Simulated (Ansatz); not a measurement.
## La2O3 (distorted cell): a check of forces and pressure against finite differences, step by step

Computed with Ansatz's Python interface.

Run as a notebook:

**Cell 1**
```python
import warnings

import ansatz
import numpy as np
```

**Cell 2**
```python
SMEARING = "Marzari-Vanderbilt"
XC = "pbe"
CUTOFF = 540
KGRID = (4, 4, 2)
SCF_TOL = 1e-09
```

**Cell 3**
```python
vectors0 = np.array([
    [3.84813, 0.02941, 0.03994],
    [-1.8986, 3.42003, -0.01706],
    [0.0621, 0.00523, 5.88919],
])
sites = [
    ("La", (0.66519, 0.31535, 0.76415)),
    ("La", (0.30944, 0.65471, 0.2508)),
    ("O", (0.63319, 0.33251, 0.34547)),
    ("O", (0.35511, 0.68608, 0.64384)),
    ("O", (0.00442, 0.01676, 0.98261)),
]
```

**Cell 4**
```python
def on_lattice(cell):
    crystal = ansatz.Crystal(lattice=ansatz.Lattice.of(cell))
    for symbol, position in sites:
        crystal = crystal.atom(symbol, position)
    return crystal
```

**Cell 5**
```python
warnings.simplefilter("ignore", ansatz.DeckWarning)
```

**Cell 6**
```python
def solve(crystal):
    return (
        crystal.calculation()
        .occupations(SMEARING)
        .functional(XC)
        .basis(CUTOFF, xc_grid=2)
        .kpoints(*KGRID)
        .scf(tolerance=SCF_TOL)
        .forces()
        .stress()
        .run(threads=1)
    ).report


centre = solve(on_lattice(vectors0))
start = on_lattice(vectors0)
# move one atom both ways along a Cartesian axis
print(f"force on atom 1 along y: analytic {centre['forces_ev_ang'][1][1]:.4f} eV/A")
for h in (0.005, 0.02):
    shift = np.eye(3)[1] * h @ np.linalg.inv(vectors0)
    plus, minus = (solve(start.move(1, to=np.array(sites[1][1]) + sign * shift))["lagrangian_ev"] for sign in (1, -1))
    print(f"  step {h} A: numerical {-(plus - minus) / (2 * h):.4f} eV/A")
# P = -dF/dV; the difference feels the change of the plane-wave count with the cell
volume = abs(np.linalg.det(vectors0))
larger, smaller = (solve(on_lattice(vectors0 * (1 + sign * 0.005) ** (1 / 3)))["lagrangian_ev"] for sign in (1, -1))
numerical = -(larger - smaller) / (0.01 * volume) * 160.21766
print(f"pressure: analytic {np.trace(centre['stress_gpa']) / 3:.3f}, numerical {numerical:.3f} GPa")
```
Output:
```text
force on atom 1 along y: analytic 0.5651 eV/A
  step 0.005 A: numerical 0.5651 eV/A
  step 0.02 A: numerical 0.5647 eV/A
pressure: analytic 9.209, numerical 9.211 GPa
```

Notes:
- The k-point mesh is coarse, and energy and stress weren't tested for convergence.
- The program warned that this SCF threshold is loose for forces or stresses.
- Pressure is positive in compression.
- The cell is a database structure, distorted on purpose.
- The central difference errs as the square of the step, so the shorter step is the fairer test; what remains comes from the finite grid and the SCF threshold.
- The script silences the warnings on its input, which a real study should read.
- The whole script took 54 s on 1 thread of Arm Neoverse V1 (shared host), peak memory 0.4 GiB.
